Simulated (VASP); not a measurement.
Crystal: TlBr.

```xyz
2
Lattice="3.9700 0.0000 0.0000 0.0000 3.9700 0.0000 0.0000 0.0000 3.9700" Properties=species:S:1:pos:R:3 pbc="T T T"
Tl    0.0000    0.0000    0.0000
Br    1.9850    1.9850    1.9850
```

- Program: VASP 6.6.1
- Task: relaxation of cell and atoms
- Functional: PBE
- Potentials or basis: VASP PAW PBE potentials, release 64 (Tl_d, Br)
- Cutoff: 600 eV
- k mesh: 8 × 8 × 8
- Occupations: gaussian, width 0.02 eV
- Spin: no spin polarisation

At the start: pressure 1.4 GPa; volume 31.29 Å³/atom.

How do energy, volume and symmetry change on relaxing?

Over 3 steps the energy falls by 8.2 meV/atom and the volume is 33.20 Å³/atom (+6.1 %); space group Pm-3m (No. 221, to 0.05 Å).

The path:
```
step  energy change (eV)  largest force (eV/Å)  pressure (GPa)  volume (Å³)
   1              0.0000                0.0000            1.42        62.57
   2             -0.0145                0.0000            0.43        65.12
   3             -0.0164                0.0000            0.02        66.40
```

Final structure:
```
Tl Br
1.0
     4.04931    0.00000    0.00000
     0.00000    4.04931    0.00000
     0.00000    0.00000    4.04931
Tl Br
1 1
Direct
  0.00000 0.00000 0.00000
  0.50000 0.50000 0.50000
```
